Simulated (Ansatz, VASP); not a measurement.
## One calculation of AlGaN2, two programs

```
Al Ga N
1.0
     3.11529    0.00000    0.00000
     0.00000    3.11529    0.00000
     0.00000    0.00000    4.38433
Al Ga N
1 1 2
Direct
  0.50000 0.50000 0.50000
  0.00000 0.00000 0.00000
  0.50000 0.00000 0.74005
  0.00000 0.50000 0.25995
```

Alike in both runs: functional LDA; k mesh 8 × 8 × 6; occupations gaussian, width 0.02 eV; no spin polarisation.

Ansatz relaxed the structure, and its values are those at the end. VASP's run is a single point on that final structure, the one shown.

|  | VASP | Ansatz |
| --- | --- | --- |
| version | VASP 6.6.1 | Ansatz 0.2.0 |
| potentials or method | VASP PAW LDA potentials, release 64 (Al, Ga_d, N) | scalar-relativistic, plane waves, PAW |
| plane-wave cutoff (eV) | 520 | 420 |
| valence electrons in the cell | 26 | 26 |

|  | VASP | Ansatz | Ansatz less VASP |
| --- | --- | --- | --- |
| gap on the k mesh at the Fermi level (eV) | 3.07 | 3.05 | -0.011 |
| least direct gap on the mesh (eV) | 3.07 | 3.05 | -0.011 |
| pressure (GPa) | 0.9 | 0.0 | -0.88 |
| rms of the force components (eV/Å) | 0.012 | 0.000 | -0.0122 |

A k mesh can miss the band edges. As with any semilocal functional, this LDA gap is likely too small.
